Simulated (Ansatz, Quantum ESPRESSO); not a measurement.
One calculation of Cu, 4 ways

```xyz
2
Lattice="1.2185 -3.9764 0.0000 1.2185 3.9764 0.0000 0.0000 0.0000 2.4755" Properties=species:S:1:pos:R:3 pbc="T T T"
Cu    1.2185   -2.9118    1.8566
Cu    1.2185    2.9118    0.6189
```

This isn't the form of Cu at room conditions, which is fcc.

Alike in all runs: task band structure; functional PBEsol; k mesh 11 × 11 × 11; occupations fermi-dirac, width 0.05 eV; no spin polarisation; no spin-orbit coupling. Pressure is positive in compression and, in plane waves, holds the error of the finite cutoff, which Ansatz's Pulay term estimates and takes out.

| program and potentials | plane-wave cutoff (eV) | notes | pressure (GPa) |
| --- | --- | --- | --- |
| Ansatz, Ansatz PAW | 420 | potentials made for PBE, which Ansatz adapts in part; 19 valence electrons an atom on average; Pulay term of +0.11 GPa included | -1.53 |
| Ansatz, all-electron LAPW, scalar-relativistic | - | - | -1.53 |
| Quantum ESPRESSO, GBRV 1.5 PBEsol | 762 | 19 valence electrons an atom on average | -1.48 |
| Ansatz, PAW datasets made for the crystal | 340 | 11 valence electrons an atom on average | -1.53 |

The pressure spans -1.53 (Ansatz, Ansatz PAW) to -1.48 GPa (Quantum ESPRESSO, GBRV 1.5 PBEsol), with all-electron results at -1.53.

Differences between rows come from potentials, basis sets and numerical settings, since the functional is the same but for its coding. Runs on potential files found faulty are left out.
